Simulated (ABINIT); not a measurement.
Set up this calculation in ABINIT 10.8.3 (patched build), as an ASE script.

| Property | Result |
| --- | --- |
| Task | relaxation of cell and atoms |
| Functional | PBE |
| Dispersion | D4 |
| Potentials or basis | JTH PAW PBE v2.0 |
| Cutoff | 435 eV |
| k mesh | 11 × 11 × 6 |
| Occupations | fermi-dirac, width 0.05 eV |
| Spin | no spin polarisation |
| Cutoff smearing ecutsm (Ha) | 0.5 |
| Optimiser | BFGS |
| Force threshold (eV/Å) | 0.03 |
| Dispersion computed by | dftd4 4.3.1 |
| Fine-grid cutoff | 870.764 eV |

The system is Pt.

```
CELL_PARAMETERS angstrom
2.76067 0.00000 0.00000
-1.38033 2.39081 0.00000
0.00000 0.00000 4.79213
ATOMIC_POSITIONS crystal
Pt 0.33333 0.66667 0.25000
Pt 0.66667 0.33333 0.75000
```

This isn't the form of Pt at room conditions, which is fcc.

One way to write it, as run:

run.py

```python
import json, os
import numpy as np
from ase.constraints import FixSymmetry
from ase.optimize import BFGS
from ase.filters import FrechetCellFilter
from ase.units import GPa
from ase.calculators.mixing import SumCalculator
from dftd4.ase import DFTD4
from ase.calculators.abinit import Abinit, AbinitProfile
from ase import Atoms

atoms = Atoms(['Pt', 'Pt'],
              cell=[[2.7606656158, 0.0, 0.0], [-1.3803328079, 2.3908065546, 0.0], [0.0, 0.0, 4.792134]],
              scaled_positions=[[0.3333333333, 0.6666666667, 0.25], [0.6666666667, 0.3333333333, 0.75]],
              pbc=True)

profile = AbinitProfile(command='abinit', pp_paths=[os.path.abspath('pseudos')])
params = dict(
    pps='pawxml', xc='PBE',
    chksymtnons=0,
    tolsym=1e-05,
    ecut=435.3822,
    pawecutdg=870.7644,
    pawxcdev=0,
    pawovlp=-1,
    kptopt=1,
    ngkpt=[11, 11, 6],
    nshiftk=1,
    shiftk=[0.0, 0.0, 0.0],
    ixc=11,
    nband=14,
    occopt=3,
    tsmear=0.05,
    nstep=100,
    tolvrs=1e-09,
    prtwf=0,
    prtden=0,
    ecutsm=0.5,
)

atoms.calc = SumCalculator([Abinit(profile=profile, directory='run', **params), DFTD4(method='pbe')])
atoms.set_constraint(FixSymmetry(atoms, symprec=1e-4))
opt = BFGS(FrechetCellFilter(atoms), trajectory='opt.traj')
converged = opt.run(fmax=0.03, steps=30)
print('converged', converged)
print('cell (A)', np.round(atoms.cell[:], 5).tolist())
energy = atoms.get_potential_energy()
forces = atoms.get_forces()
stress = atoms.get_stress()
print(f'energy {energy:.6f} eV')
print('forces (eV/A)')
print(np.round(forces, 5))
print('stress (GPa, Voigt, tension positive)', np.round(stress / GPa, 4))
json.dump(dict(energy=energy, forces=forces.tolist(), stress=stress.tolist(), cell=atoms.cell.tolist(), frac=atoms.get_scaled_positions(wrap=False).tolist()), open('results.json', 'w'))
```

Potentials or basis: JTH PAW PBE v2.0.

Run with:

```sh
$ python run.py
```

Results of the run:

| Property | Result |
| --- | --- |
| Relaxed volume | 15.37 Å³/atom |
| Relaxed cell | a = 2.747 Å, b = 2.747 Å, c = 4.703 Å, α = 90.00°, β = 90.00°, γ = 120.00° |
| Space group after relaxing (to 0.05 Å) | P6_3/mmc (No. 194) |
| Energy gained by relaxing | 10.7 meV/atom |
| Ionic steps | 5 |
| Pressure after relaxing | 0.1 GPa |
| Band gap on the k mesh | none (metal or under the smearing width) |
| Valence electrons inside the program's atomic spheres | Pt 8.59 (radii [1.3315] Å) |
| Dispersion energy per atom | -0.759 eV |

Caveat: the log and the count of SCF iterations are those of the last ABINIT call alone; pairwise dispersion overbinds metals, which lowers pressure and volume.

Wall time 2.3 min on 1 thread of Arm Neoverse V1, on a shared host, peak memory 0.11 GiB.
